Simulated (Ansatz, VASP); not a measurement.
**Si: VASP beside Ansatz**

The input INCAR:

```
PREC     = Accurate       # precision mode
ENCUT    = 520            # plane-wave cutoff, eV
EDIFF    = 1E-6           # SCF threshold, eV
ISMEAR   = -1             # smearing method
SIGMA    = 0.05           # smearing width, eV
LREAL    = F              # projectors in reciprocal space
LASPH    = T              # aspherical terms in the spheres
NELM     = 100            # most SCF steps
ALGO     = Normal         # electronic algorithm
ISIF     = 2              # what is computed and relaxed
LWAVE    = F              # write WAVECAR
LCHARG   = T              # write CHGCAR
GGA      = PS             # functional
LELF     = T              # ELF
LVHAR    = T            
NBANDS   = 11             # bands
```

KPOINTS

```
regular mesh
0
Gamma
  8 8 8
```

Contents of POSCAR:

```
Si
1.0
    0.0000000000      2.7035831784      2.7035831784
    2.7035831784      0.0000000000      2.7035831784
    2.7035831784      2.7035831784      0.0000000000
Si
2
Direct
    0.5000000000      0.5000000000      0.5000000000
    0.7500000000      0.7500000000      0.7500000000
```

File input.yaml:

```yaml
crystal:
  lattice:
    - [0.0, 2.7035831784, 2.7035831784]
    - [2.7035831784, 0.0, 2.7035831784]
    - [2.7035831784, 2.7035831784, 0.0]
  atoms:
    - { symbol: Si, position: [0.5, 0.5, 0.5] }
    - { symbol: Si, position: [0.75, 0.75, 0.75] }
kpoints:
  mp_grid: { grid: [8, 8, 8] }
scf:
  occupations: { method: fermi_dirac, width: 0.05 }
hamiltonian:
  xc: pbesol
  pseudopotentials: { kind: all_electron, lapw: { basis_error: 0.0005 } }
output:
  forces: true
  stress: true
  eigenvalues: true
```

Change from the starting cell: volume scaled by 0.98.

Alike in both runs: task single point; functional PBEsol; k mesh 8 × 8 × 8; occupations fermi-dirac, width 0.05 eV; no spin polarisation.

|  | VASP | Ansatz |
| --- | --- | --- |
| version | VASP 6.6.1 | Ansatz 0.2.0 |
| potentials or method | VASP PAW PBE potentials, release 64 (Si) | all-electron LAPW, scalar-relativistic |
| plane-wave cutoff (eV) | 520 | see its input |

```csv
,VASP,Ansatz,Ansatz less VASP
gap on the k mesh at the Fermi level (eV),0.48,0.49,+0.008
least direct gap on the mesh (eV),2.52,2.53,+0.005
pressure (GPa),1.5,1.4,-0.18
```

Ansatz ran all-electron here, so the differences hold the error of VASP's frozen core and of both bases.

Caveats: the PAW data sets were made with another functional, which shifts forces and pressure a little (VASP).
